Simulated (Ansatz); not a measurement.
What a change of settings does to a run on TiTe

The cell is built from the wurtzite type as a first guess.

First run: DFT, PBE, PAW with Ansatz's default frozen-core files, scalar-relativistic (Ansatz 0.2.0).

Command: `ansatz run input.yaml --threads 1 --pin off --max-ram 3072MiB --backend cpu --events-out ev --progress --plain --runs-dir out` The run took about 200 s on 1 thread of a shared machine.

```yaml
crystal:
  lattice:
    - [4.5501782343, 0.0, 0.0]
    - [-2.2750891172, 3.9405699427, 0.0]
    - [0.0, 0.0, 7.416790522]
  atoms:
    - { symbol: Ti, position: [0.3333333333, 0.6666666667, 0.0] }
    - { symbol: Ti, position: [0.6666666667, 0.3333333333, 0.5] }
    - { symbol: Te, position: [0.3333333333, 0.6666666667, 0.376] }
    - { symbol: Te, position: [0.6666666667, 0.3333333333, 0.876] }
kpoints:
  mp_grid: { grid: [8, 8, 5] }
scf:
  occupations: { method: fermi_dirac, width: 0.05 }
hamiltonian:
  xc: pbe
  pseudopotentials: { kind: paw }
output:
  forces: true
  stress: true
relax:
  f_tol: 0.005
  max_steps: 80
  cell: {}
```

Result: converged; relaxed volume 25.531 Å³/atom; 121 SCF iterations in all.

No spin–orbit coupling, which matters for the heavy atoms here.

The input is then changed:

```diff
@@ -12,5 +12,6 @@
   mp_grid: { grid: [8, 8, 5] }
 scf:
-  occupations: { method: fermi_dirac, width: 0.05 }
+  occupations: { method: tetrahedron_uncorrected }
+  mixing: { preconditioner: resta }
 hamiltonian:
   xc: pbe
```

**Question.** Predict the outcome of the changed run.

**Answer.** It converged; energy at zero smearing -0.7 meV/atom from the first run; relaxed volume 25.555 Å³/atom; 100 SCF iterations in all.
